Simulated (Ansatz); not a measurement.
## CdTe: band structure with PBEsol

**What was measured.**

From a printed reference work, data compilation, for a bulk crystal of CdTe at 0 K: band gap 1.607 eV.

The system is CdTe.

```
Te Cd
1.0
     0.00000    3.20500    3.20500
     3.20500    0.00000    3.20500
     3.20500    3.20500    0.00000
Te Cd
1 1
Direct
  0.75000 0.75000 0.75000
  0.00000 0.00000 0.00000
```

- Program: Ansatz 0.2.0
- Task: band structure
- Functional: PBEsol
- Potentials or basis: all-electron LAPW, relativistic spinors
- Cutoff: 260 eV (chosen from the basis error)
- Basis error allowed: 0.001 eV/atom
- k mesh: 5 × 5 × 5
- Occupations: fermi-dirac, width 0.05 eV
- Spin: spin-orbit coupling, no magnetisation

The pressure is 1.8 GPa and the band gap on the k mesh is 0.48 eV, direct. The band gap along the path is 0.48 eV, direct.

Levels at the corners of the path, in eV from the valence-band top:
| point | band 42 | band 43 | band 44 | band 45 | band 46 | band 47 |
| --- | --- | --- | --- | --- | --- | --- |
| Γ | 0.00 | 0.00 | 0.00 | 0.48 | 0.48 | 4.01 |
| X | -2.46 | -2.12 | -2.12 | 2.14 | 2.14 | 2.32 |
| W | -2.61 | -2.61 | -2.59 | 3.80 | 4.22 | 4.29 |
| K | -2.92 | -1.94 | -1.91 | 2.49 | 2.52 | 4.11 |
| Γ | 0.00 | 0.00 | 0.00 | 0.48 | 0.48 | 4.01 |
| L | -1.39 | -0.86 | -0.86 | 1.48 | 1.48 | 4.77 |
| U | -2.92 | -1.94 | -1.91 | 2.49 | 2.52 | 4.11 |
| W | -2.61 | -2.61 | -2.59 | 3.80 | 4.22 | 4.29 |

Run time: 99 s on 1 thread of Arm Neoverse V1 (shared host), peak memory 0.45 GiB.

A measured gap of CdTe is 1.607 eV (0 K; a printed reference work, data compilation); the calculated 0.48 eV misses it by -1.13 eV. So large a miss can be the level of theory's own, or it may mean another phase, state or a wrong row. The value is that of PBEsol, without temperature or zero-point motion. Semilocal functionals fall short of measured gaps as a rule.
